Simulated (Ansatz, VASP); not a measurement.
## One calculation of Sn, two programs

Contents of INCAR:

```
PREC     = Accurate       # precision mode
ENCUT    = 520            # plane-wave cutoff, eV
EDIFF    = 1E-6           # SCF threshold, eV
ISMEAR   = -1             # smearing method
SIGMA    = 0.1            # smearing width, eV
LREAL    = F              # projectors in reciprocal space
LASPH    = T              # aspherical terms in the spheres
NELM     = 80             # most SCF steps
ALGO     = Normal         # electronic algorithm
ISIF     = 2              # what is computed and relaxed
LWAVE    = F              # write WAVECAR
LCHARG   = T              # write CHGCAR
GGA      = PS             # functional
LELF     = T              # ELF
LVHAR    = T            
NBANDS   = 13             # bands
```

File KPOINTS:

```
regular mesh
0
Gamma
  11 11 11
```

POSCAR

```
Sn
1.0
   -1.9195843084      1.9195843084      1.9195843084
    1.9195843084     -1.9195843084      1.9195843084
    1.9195843084      1.9195843084     -1.9195843084
Sn
1
Direct
    0.0000000000      0.0000000000      0.0000000000
```

Input for Ansatz:

```yaml
crystal:
  lattice:
    - [-1.9195843083980138, 1.9195843083980138, 1.9195843083980138]
    - [1.9195843083980138, -1.9195843083980138, 1.9195843083980138]
    - [1.9195843083980138, 1.9195843083980138, -1.9195843083980138]
  atoms:
    - { symbol: Sn, position: [0.0, 0.0, 0.0] }
basis:
  ecutwfc: 420.0
kpoints:
  mp_grid:
    grid: [11, 11, 11]
hamiltonian:
  xc: pbesol
  pseudopotentials:
    kind: paw
scf:
  occupations:
    method: fermi_dirac
output:
  stress: true
```

This isn't the form of Sn at room conditions, which is tetragonal (white tin).

Alike in both runs: task single point; functional PBEsol; k mesh 11 × 11 × 11; no spin polarisation.

|  | VASP | Ansatz |
| --- | --- | --- |
| version | VASP 6.6.1 | Ansatz 0.2.0 |
| potentials or method | VASP PAW PBE potentials, release 64 (Sn_d) | plane waves, PAW |
| plane-wave cutoff (eV) | 520 | 420 |
| occupations | fermi-dirac, width 0.1 eV | fermi-dirac |
| valence electrons in the cell | 14 | 14 |

```tsv
	VASP	Ansatz	Ansatz less VASP
pressure (GPa)	-3.4	-3.4	+0.04
```

Caveats: the PAW data sets were made with another functional, which shifts forces and pressure a little (VASP).
